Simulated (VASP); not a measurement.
A run of VASP 6.6.1 is set up as follows.

File INCAR:

```
SYSTEM = InP
ALGO = Normal
EDIFF = 1E-7
EDIFFG = -0.005
ENCUT = 600
GGA = PE
IBRION = 2
ISIF = 3
ISMEAR = -1
LASPH = .TRUE.
LCHARG = .FALSE.
LREAL = .FALSE.
LWAVE = .FALSE.
NELM = 100
NSW = 80
PREC = Accurate
SIGMA = 0.02
```

KPOINTS

```
k-points
0
G
  8 8 8
  0 0 0
```

File POSCAR:

```
InP
1.0
    0.0000000000      2.9305000000      2.9305000000
    2.9305000000      0.0000000000      2.9305000000
    2.9305000000      2.9305000000      0.0000000000
In P
1 1
Direct
    0.0000000000      0.0000000000      0.0000000000
    0.2500000000      0.2500000000      0.2500000000
```

Potentials or basis: VASP PAW PBE potentials, release 64 (In_d, P).

Launch:

```bash
$ cat potpaw_PBE.64/In_d/POTCAR potpaw_PBE.64/P/POTCAR > POTCAR
$ mpirun -np 1 vasp_std > vasp.out
```

(1) Predict the relaxed cell.

(2) Predict the space group after relaxing (to 0.05 Å).

(3) Predict the band gap on the k mesh.

(4) Estimate the relaxed volume.

Answers

(1) a = 4.213 Å, b = 4.213 Å, c = 4.213 Å, α = 60.00°, β = 60.00°, γ = 60.00°.

(2) F-43m (No. 216).

(3) 0.44 eV, direct.

(4) 26.44 Å³/atom.

Caveat: spin-orbit coupling is left out, which moves the levels of the heavy elements.
